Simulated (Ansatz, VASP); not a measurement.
**Ir in VASP and in Ansatz**

```xyz
1
Lattice="2.6807 0.0000 0.0000 0.0000 2.6807 0.0000 0.0000 0.0000 2.6807" Properties=species:S:1:pos:R:3 pbc="T T T"
Ir    0.0000    0.0000    0.0000
```

Alike in both runs: task single point; functional revPBE; k mesh 14 × 14 × 14; occupations fermi-dirac, width 0.1 eV; no spin polarisation.

|  | VASP | Ansatz |
| --- | --- | --- |
| version | VASP 6.6.1 | Ansatz 0.2.0 |
| potentials or method | VASP PAW PBE potentials, release 64 (Ir) | plane waves (420 eV) with PAW, scalar-relativistic |
| plane-wave cutoff (eV) | 520 | 420 |
| valence electrons in the cell | 9 | 17 |

|  | VASP | Ansatz | Ansatz less VASP |
| --- | --- | --- | --- |
| pressure (GPa) | -20.1 | -20.1 | -0.07 |

With one functional, cell and mesh, what is left measures potentials, basis and numerics. The two sets of potentials don't hold the same shells in valence.

Caveats: so large a pressure means that the cell lies far from this level's equilibrium, or that cutoff or potentials fall short (VASP); the potentials were made for another functional, which shifts forces and pressure (VASP). The runs have no spin-orbit coupling, so splittings on Ir are missing.
